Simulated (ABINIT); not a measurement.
# Au (Fm-3m) in ABINIT: settings compared

One crystal, Au, is run at these levels: rPW86PBE, WC, PBE; tasks: band structure.

All numbers are computed with ABINIT 10.8.3 (patched build); they aren't measurements. Logs are shortened: lines on timing, memory, paths and dates and some standing lists are left out, and cuts for length are marked. The log counts tension as positive stress, the text compression.

### 1 The structure

The structure is cubic, space group Fm-3m (No. 225). Conventional cell: a = 4.070 Å, b = 4.070 Å, c = 4.070 Å, α = 90.00°, β = 90.00°, γ = 90.00°. Au (site symmetry m-3m) has 12 Au at 2.88 Å as nearest neighbours.

### 2 Band structure, rPW86PBE

The input, run.abi:

```
# Datasets: ground state, then fixed potential
ndtset 2

# Pseudopotentials
pp_dirpath "./"
pseudos "Au.GGA_PBE-JTH.xml"

# Structure
acell 3*1.0
rprim
     0.0000000000     3.8455926636     3.8455926636
     3.8455926636     0.0000000000     3.8455926636
     3.8455926636     3.8455926636     0.0000000000
ntypat 1
znucl 79
natom 1
typat 1
xred
     0.0000000000     0.0000000000     0.0000000000

# Plane-wave basis
ecut 680.284656 eV
pawecutdg 47.0

# Exchange and correlation
ixc -144130

# Bands and occupations
occopt 3
tsmear 0.05 eV

# SCF cycle
nstep 100

# Output
iomode 3
prtwf 0
prteig 0
prtebands 0
prtden1 1

# Dataset 1
kptopt1 1
ngkpt1 11 11 11
nshiftk1 1
shiftk1 0.0 0.0 0.0
nband1 10
tolvrs1 1.0e-9

# Dataset 2: bands along G-X-W-K-G-L-U-W-L-K
iscf2 -2
getden2 1
nband2 14
nbdbuf2 2
tolwfr2 1.0e-12
kptopt2 -9
ndivsm2 8
prteig2 1
kptbounds2
     0.0000000000     0.0000000000     0.0000000000
     0.5000000000     0.0000000000     0.5000000000
     0.5000000000     0.2500000000     0.7500000000
     0.3750000000     0.3750000000     0.7500000000
     0.0000000000     0.0000000000     0.0000000000
     0.5000000000     0.5000000000     0.5000000000
     0.6250000000     0.2500000000     0.6250000000
     0.5000000000     0.2500000000     0.7500000000
     0.5000000000     0.5000000000     0.5000000000
     0.3750000000     0.3750000000     0.7500000000
```

Potentials or basis: JTH PAW PBE v2.0.

Run with:

```console
> abinit run.abi > log 2>&1
```

run.abo:

```text
.Version 10.8.3 of ABINIT
 DATASET    1 : space group Fm -3 m (#225); Bravais cF (face-center cubic)
================================================================================
 Values of the parameters that define the memory need for DATASET  1.
     intxc =       0    ionmov =       0      iscf =      17    lmnmax =      18
     lnmax =       6     mgfft =      27  mpssoang =       3    mqgrid =    3001
     natom =       1  nloc_mem =       2    nspden =       1   nspinor =       1
    nsppol =       1      nsym =      48    n1xccc =       1    ntypat =       1
    occopt =       3   xclevel =       2
       mpw =         690          nfft =       19683          nkpt =          56
 PAW method is used; the additional fine FFT grid is defined by:
   mgfftf=        36    nfftf =     46656
================================================================================
================================================================================

 DATASET    2 : space group Fm -3 m (#225); Bravais cF (face-center cubic)
================================================================================
 Values of the parameters that define the memory need for DATASET  2.
     intxc =       0    ionmov =       0      iscf =      -2    lmnmax =      18
     lnmax =       6     mgfft =      27  mpssoang =       3    mqgrid =    3001
     natom =       1  nloc_mem =       2    nspden =       1   nspinor =       1
    nsppol =       1      nsym =      48    n1xccc =       1    ntypat =       1
    occopt =       3   xclevel =       2
       mpw =         692          nfft =       19683          nkpt =         139
 PAW method is used; the additional fine FFT grid is defined by:
   mgfftf=        36    nfftf =     46656
================================================================================
================================================================================

--------------------------------------------------------------------------------
------------- Echo of variables that govern the present computation ------------
--------------------------------------------------------------------------------
 -outvars: echo values of preprocessed input variables --------
            acell      1.0000000000E+00  1.0000000000E+00  1.0000000000E+00 Bohr
              amu      1.96966540E+02
             ecut      2.50000000E+01 Hartree
           getden1          0
           getden2          1
             iscf1         17
             iscf2         -2
                       outvar_i_n : Printing only first  50 k-points.
              ixc     -144130
           jdtset        1    2
                       outvar_i_n : Printing only first  50 k-points.
           kptopt1          1
           kptopt2         -9
         kptrlatt       11    0    0      0   11    0      0    0   11
          kptrlen1     5.98233823E+01
          kptrlen2     3.00000000E+01
[... 1112 lines left out ...]
convergence: {deltae:  0.000E+00, res2:  0.000E+00, residm:  9.998E-13, diffor:  0.000E+00, }
etotal    :  -3.40935054E+01
entropy   :   0.00000000E+00
fermie    :   3.03493266E-01
cartesian_stress_tensor: null
pressure_GPa: null
xred      :
- [  0.0000E+00,   0.0000E+00,   0.0000E+00, Au]
cartesian_forces: null
force_length_stats: {min: null, max: null, mean: null, }
...

 Integrated electronic density in atomic spheres:
 ------------------------------------------------
 Atom  Sphere_radius  Integrated_density
    1        2.50870          9.52755902

================================================================================

 ----iterations are completed or convergence reached----

 Mean square residual over all n,k,spin=   66.380E-14; max=  99.976E-14
 reduced coordinates (array xred) for    1 atoms
       0.000000000000      0.000000000000      0.000000000000

 cartesian coordinates (angstrom) at end:
    1      0.00000000000000     0.00000000000000     0.00000000000000
 length scales=  1.000000000000  1.000000000000  1.000000000000 bohr
              =  0.529177210544  0.529177210544  0.529177210544 angstroms
 Eigenvalues (hartree) for nkpt= 139  k points:
 kpt#   1, nband= 14, wtk=  1.00000, kpt=  0.0000  0.0000  0.0000 (reduced coord)
  -0.06395    0.12591    0.12591    0.12591    0.18211    0.18211    0.86222    1.00554
   1.00554    1.00554    1.17699    1.33573    1.33573    1.33573
 kpt#   2, nband= 14, wtk=  1.00000, kpt=  0.0217  0.0000  0.0217 (reduced coord)
  -0.06313    0.12548    0.12628    0.12628    0.18165    0.18230    0.86318    1.00195
   1.00484    1.00484    1.18294    1.32556    1.32556    1.33638
 kpt#   3, nband= 14, wtk=  1.00000, kpt=  0.0435  0.0000  0.0435 (reduced coord)
  -0.06067    0.12420    0.12740    0.12740    0.18027    0.18285    0.86605    0.99255
   1.00261    1.00261    1.19925    1.30562    1.30562    1.34048
 kpt#   4, nband= 14, wtk=  1.00000, kpt=  0.0652  0.0000  0.0652 (reduced coord)
  -0.05660    0.12211    0.12926    0.12926    0.17804    0.18376    0.87074    0.98008
   0.99847    0.99847    1.22227    1.28515    1.28518    1.33480
 kpt#   5, nband= 14, wtk=  1.00000, kpt=  0.0870  0.0000  0.0870 (reduced coord)
  -0.05096    0.11928    0.13184    0.13184    0.17504    0.18502    0.87713    0.96678
   0.99185    0.99185    1.24395    1.26745    1.26746    1.30167
 kpt#   6, nband= 14, wtk=  1.00000, kpt=  0.1087  0.0000  0.1087 (reduced coord)
  -0.04381    0.11578    0.13514    0.13514    0.17139    0.18661    0.88507    0.95402
[... 386 lines left out ...]
   0.06732    0.10022    0.13885    0.16955    0.22040    0.41321    0.44374    0.66394
   0.83270    0.93327    1.26872    1.28530    1.30091    1.52469
 kpt# 136, nband= 14, wtk=  1.00000, kpt=  0.4018  0.4018  0.6964 (reduced coord)
   0.06675    0.09689    0.14102    0.17665    0.21999    0.41869    0.46115    0.63132
   0.81626    0.94220    1.26449    1.29255    1.29383    1.53590
 kpt# 137, nband= 14, wtk=  1.00000, kpt=  0.3929  0.3929  0.7143 (reduced coord)
   0.06496    0.09269    0.14595    0.18322    0.22011    0.42551    0.47598    0.60244
   0.80051    0.94981    1.24409    1.29917    1.30563    1.54066
 kpt# 138, nband= 14, wtk=  1.00000, kpt=  0.3839  0.3839  0.7321 (reduced coord)
   0.06265    0.08814    0.15212    0.18879    0.22100    0.43434    0.48292    0.58254
   0.78586    0.95594    1.22154    1.30516    1.32180    1.54363
 kpt# 139, nband= 14, wtk=  1.00000, kpt=  0.3750  0.3750  0.7500 (reduced coord)
   0.06026    0.08371    0.15832    0.19295    0.22282    0.44492    0.47571    0.57867
   0.77272    0.96054    1.19917    1.31064    1.33913    1.54944

== END DATASET(S) ==============================================================
================================================================================

 -outvars: echo values of variables after computation  --------
            acell      1.0000000000E+00  1.0000000000E+00  1.0000000000E+00 Bohr
           etotal1    -3.4093505356E+01
            fcart1    -0.0000000000E+00 -0.0000000000E+00 -0.0000000000E+00
            rprim      0.0000000000E+00  3.8455926636E+00  3.8455926636E+00
                       3.8455926636E+00  0.0000000000E+00  3.8455926636E+00
                       3.8455926636E+00  3.8455926636E+00  0.0000000000E+00
           strten1    -7.8170757557E-04 -7.8170757557E-04 -7.8170757557E-04
                       0.0000000000E+00  0.0000000000E+00  0.0000000000E+00
 Calculation completed.
```

Run time: 77 s. Hardware: 1 thread of Arm Neoverse V1, shared host; peak memory 0.11 GiB.

Results:

```
Free energy                                           : -927.7315 eV
Pressure                                              : 23.0 GPa
Band gap on the k mesh                                : none (metal or under the smearing width)
Valence electrons inside the program's atomic spheres : Au 9.53 (radii [1.3275] Å)
```

Levels at the corners of the path, in eV from the Fermi level:
| point | band 3 | band 4 | band 5 | band 6 | band 7 | band 8 |
| --- | --- | --- | --- | --- | --- | --- |
| Γ | -4.83 | -4.83 | -3.30 | -3.30 | 15.20 | 19.10 |
| X | -2.13 | -1.74 | -1.74 | 1.00 | 5.75 | 10.17 |
| W | -5.29 | -3.45 | -1.74 | 4.72 | 6.34 | 6.34 |
| K | -3.95 | -3.01 | -2.20 | 3.85 | 4.69 | 7.49 |
| Γ | -4.83 | -4.83 | -3.30 | -3.30 | 15.20 | 19.10 |
| L | -4.88 | -2.07 | -2.07 | -0.98 | 3.03 | 14.57 |
| U | -3.95 | -3.01 | -2.20 | 3.85 | 4.69 | 7.49 |
| W | -5.29 | -3.45 | -1.74 | 4.72 | 6.34 | 6.34 |
| L | -4.88 | -2.07 | -2.07 | -0.98 | 3.03 | 14.57 |
| K | -3.95 | -3.01 | -2.20 | 3.85 | 4.69 | 7.49 |

Caveat: so large a pressure means that the cell lies far from this level's equilibrium, or that cutoff or potentials fall short; the potentials were made for another functional, which shifts forces and pressure; spin-orbit coupling is left out, which moves the levels of the heavy elements.

### 3 Band structure, WC

Changes to run.abi since step 2:

```diff
@@ -21,3 +21,3 @@
 # Plane-wave basis
-ecut 680.284656 eV
+ecut 25.0
 pawecutdg 47.0
@@ -25,3 +25,3 @@
 # Exchange and correlation
-ixc -144130
+ixc 23
 
@@ -40,2 +40,5 @@
 prtden1 1
+prtvha1 1
+prtvclmb1 1
+prtpot1 1
 
@@ -56,4 +59,5 @@
 kptopt2 -9
-ndivsm2 8
+ndivsm2 5
 prteig2 1
+prtvol2 -3
 kptbounds2
```

Potentials or basis: JTH PAW PBE v2.0.

Run with:

```console
> abinit run.abi > log 2>&1
```

It took 64 s on 1 thread of Arm Neoverse V1, shared host; peak memory 0.11 GiB.

Results (log left out):

- Free energy: -930.7719 eV
- Pressure: 3.7 GPa
- Band gap on the k mesh: none (metal or under the smearing width)
- Valence electrons inside the program's atomic spheres: Au 9.51 (radii [1.3275] Å)

Levels at the corners of the path, in eV from the Fermi level:
```csv
point,band 3,band 4,band 5,band 6,band 7,band 8
Γ,-4.75,-4.75,-3.19,-3.19,15.24,19.15
X,-2.01,-1.64,-1.64,0.95,5.81,10.15
W,-5.23,-3.35,-1.63,4.76,6.32,6.32
K,-3.89,-2.90,-2.09,3.88,4.67,7.47
Γ,-4.75,-4.75,-3.19,-3.19,15.24,19.15
L,-4.78,-1.96,-1.96,-1.07,3.09,14.55
U,-3.89,-2.90,-2.09,3.88,4.67,7.47
W,-5.23,-3.35,-1.63,4.76,6.32,6.32
L,-4.78,-1.96,-1.96,-1.07,3.09,14.55
K,-3.89,-2.90,-2.09,3.88,4.67,7.47
```

Caveat: the PAW data sets were made with another functional, which shifts forces and pressure a little; spin-orbit coupling is left out, which moves the levels of the heavy elements.

### 4 Band structure, PBE

Changes to run.abi since step 3:

```diff
@@ -25,3 +25,3 @@
 # Exchange and correlation
-ixc 23
+ixc 11
 
@@ -39,6 +39,4 @@
 prtebands 0
+enunit 1
 prtden1 1
-prtvha1 1
-prtvclmb1 1
-prtpot1 1
```

Run with:

```console
> abinit run.abi > log 2>&1
```

It took 60 s on 1 thread of Arm Neoverse V1, shared host; peak memory 0.11 GiB.

It converged, with:

| Quantity | Value |
| --- | --- |
| Free energy | -929.4065 eV |
| Pressure | 11.0 GPa |
| Band gap on the k mesh | none (metal or under the smearing width) |
| Valence electrons inside the program's atomic spheres | Au 9.51 (radii [1.3275] Å) |

Levels at the corners of the path, in eV from the Fermi level:
```
point  band 2  band 3  band 4  band 5  band 6  band 7  band 8  band 9
    Γ   -4.78   -4.78   -4.78   -3.24   -3.24   15.16   19.12   19.12
    X   -6.88   -2.06   -1.68   -1.68    0.98    5.83   10.18   10.18
    W   -5.26   -5.26   -3.39   -1.68    4.80    6.34    6.34    9.47
    K   -5.95   -3.92   -2.95   -2.14    3.91    4.68    7.47   12.78
    Γ   -4.78   -4.78   -4.78   -3.24   -3.24   15.16   19.12   19.12
    L   -4.82   -4.82   -2.01   -2.01   -1.04    3.10   14.48   17.57
    U   -5.95   -3.92   -2.95   -2.14    3.91    4.68    7.47   12.78
    W   -5.26   -5.26   -3.39   -1.68    4.80    6.34    6.34    9.47
    L   -4.82   -4.82   -2.01   -2.01   -1.04    3.10   14.48   17.57
    K   -5.95   -3.92   -2.95   -2.14    3.91    4.68    7.47   12.78
```

Caveat: spin-orbit coupling is left out, which moves the levels of the heavy elements.

### 5 Band structure, PBE

The input, run.abi:

```
ndtset 2

pp_dirpath "./"
pseudos "Au.upf"

acell 2.8779245994 2.8779245994 2.8779245994 Angstrom
rprim
     0.0000000000     0.7071067812     0.7071067812
     0.7071067812     0.0000000000     0.7071067812
     0.7071067812     0.7071067812     0.0000000000
ntypat 1
znucl 79
natom 1
typat 1
xred
     0.0000000000     0.0000000000     0.0000000000

ecut 1034.032677 eV

ixc 11

occopt 3
tsmear 0.05 eV

nstep 100

iomode 3
prtwf 0
prteig 0
prtebands 0
prtden1 1

kptopt1 1
ngkpt1 11 11 11
nshiftk1 1
shiftk1 0.0 0.0 0.0
nband1 14
tolvrs1 1.0e-10

iscf2 -2
getden2 1
nband2 18
nbdbuf2 2
tolwfr2 1.0e-12
kptopt2 -9
ndivsm2 6
prteig2 1
prtvol2 -3
kptbounds2
     0.0000000000     0.0000000000     0.0000000000
     0.5000000000     0.0000000000     0.5000000000
     0.5000000000     0.2500000000     0.7500000000
     0.3750000000     0.3750000000     0.7500000000
     0.0000000000     0.0000000000     0.0000000000
     0.5000000000     0.5000000000     0.5000000000
     0.6250000000     0.2500000000     0.6250000000
     0.5000000000     0.2500000000     0.7500000000
     0.5000000000     0.5000000000     0.5000000000
     0.3750000000     0.3750000000     0.7500000000
```

Potentials or basis: PseudoDojo NC SR PBE v0.4 stringent.

Run with:

```console
> abinit run.abi > log 2>&1
```

Run time: 60 s. Hardware: 1 thread of Arm Neoverse V1, shared host; peak memory 0.11 GiB.

Results (log left out):

* Free energy: -4032.6944 eV
* Pressure: 10.3 GPa
* Band gap on the k mesh: none (metal or under the smearing width)
* Valence electrons inside the program's atomic spheres: Au 15.60 (radii [1.0584] Å)

Levels at the corners of the path, in eV from the Fermi level:
| point | band 6 | band 7 | band 8 | band 9 | band 10 | band 11 | band 12 | band 13 |
| --- | --- | --- | --- | --- | --- | --- | --- | --- |
| Γ | -4.77 | -4.77 | -4.77 | -3.22 | -3.22 | 14.44 | 18.50 | 18.50 |
| X | -6.87 | -2.04 | -1.67 | -1.67 | 0.95 | 5.84 | 10.02 | 10.02 |
| W | -5.25 | -5.25 | -3.38 | -1.66 | 4.76 | 6.31 | 6.31 | 9.47 |
| K | -5.94 | -3.91 | -2.93 | -2.13 | 3.86 | 4.67 | 7.48 | 12.65 |
| Γ | -4.77 | -4.77 | -4.77 | -3.22 | -3.22 | 14.44 | 18.50 | 18.50 |
| L | -4.81 | -4.81 | -2.00 | -2.00 | -1.05 | 3.11 | 13.90 | 17.18 |
| U | -5.94 | -3.91 | -2.93 | -2.13 | 3.86 | 4.67 | 7.48 | 12.65 |
| W | -5.25 | -5.25 | -3.38 | -1.66 | 4.76 | 6.31 | 6.31 | 9.47 |
| L | -4.81 | -4.81 | -2.00 | -2.00 | -1.05 | 3.11 | 13.90 | 17.18 |
| K | -5.94 | -3.91 | -2.93 | -2.13 | 3.86 | 4.67 | 7.48 | 12.65 |

Caveat: spin-orbit coupling is left out, which moves the levels of the heavy elements.

### 6 Overview

| level | potentials or basis | cutoff (eV) | fine-grid cutoff | gap on the mesh (eV) | pressure (GPa) |
| --- | --- | --- | --- | --- | --- |
| rPW86PBE | JTH PAW PBE v2.0 | 680 | 1278.94 eV | none | 23.0 |
| WC | JTH PAW PBE v2.0 | 680 | 1278.94 eV | none | 3.7 |
| PBE | JTH PAW PBE v2.0 | 680 | 1278.94 eV | none | 11.0 |
| PBE | PseudoDojo NC SR PBE v0.4 stringent | 1034 | - | none | 10.3 |

Alike in all rows: task band structure; no spin polarisation; cell as given; k mesh 11 × 11 × 11; smearing fermi-dirac 0.05 eV.

Caveats: spin-orbit coupling is left out, which moves the levels of the heavy elements; so large a pressure means that the cell lies far from this level's equilibrium, or that cutoff or potentials fall short (some runs); the potentials were made for another functional, which shifts forces and pressure (some runs); the PAW data sets were made with another functional, which shifts forces and pressure a little (some runs).

Absolute energies hang on the potentials; compare differences alone.
